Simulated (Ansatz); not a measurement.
## Ionic part of the dielectric constant of ZrS2, mode by mode

The calculation used DFT PBEsol, scalar-relativistic, plane waves, PAW (Ansatz). Plane waves to 420 eV; Γ-centred k mesh 12×12×6; fixed occupations. No spin polarisation. Phonons by linear response, acoustic sum rule imposed.

Symmetry: P-3m1, No. 164, trigonal system. Conventional cell: a = 3.627 Å, b = 3.627 Å, c = 5.887 Å, α = 90.00°, β = 90.00°, γ = 120.00°. Around Zr (site symmetry -3m) lie 6 S at 2.55 Å. Around S (site symmetry 3m) lie 3 Zr at 2.55 Å.

The crystal is built of layers and no dispersion correction was added, so the binding between them is poorly described, and with it their spacing and whatever depends on it.

The primitive cell has V = 67.08 Å³ and ε∞,zz = 5.931. Each polar mode adds Δε = (4.92064×10⁷/V)·S/ν² along z, with S its oscillator strength in e²/amu, ν in cm⁻¹ and V in Å³.

Task: From these modes, find each Δε and ε0,zz.
| ν (cm⁻¹) | S_zz (e²/amu) |
| --- | --- |
| 323.2 | 0.1008 |

Result:
```tsv
ν (cm⁻¹)	Δε
323.2	0.71
```

The sum is 0.708, so ε0,zz = 6.64; the run's tensor has 6.64.

Task: Where do the longitudinal modes lie for a wave vector along z?

Result: At 342 cm⁻¹. The Lyddane–Sachs–Teller product Π(ν_LO/ν_TO)² = 1.12 matches ε0/ε∞ = 1.12.

Cost: 1 run of about 31 core-minutes, on Arm Neoverse V1 (shared hosts).

Along the layer normal, the static dielectric response of ZrS2 is mainly electronic: the lattice adds only 0.71 to an ε∞,zz of 5.931. Symmetry leaves a single polar optical mode in this direction, the A2u vibration, in which the Zr plane moves against the two S planes around it. This motion strains the strong Zr–S bonds within the layer rather than the weak contacts between layers, so the mode is stiff, and the inverse-square dependence on frequency keeps its contribution small. The modest oscillator strength probably also reflects how little charge can flow across the gap between layers as the ions move.

The same weak polarity explains why the longitudinal mode, at 342 cm⁻¹, lies only slightly above the transverse one. With one polar mode, the Lyddane–Sachs–Teller agreement confirms internal consistency, not the accuracy of either dielectric constant. The small ionic share can't be carried over to the in-plane response, which involves the separate Eu mode and different effective charges.
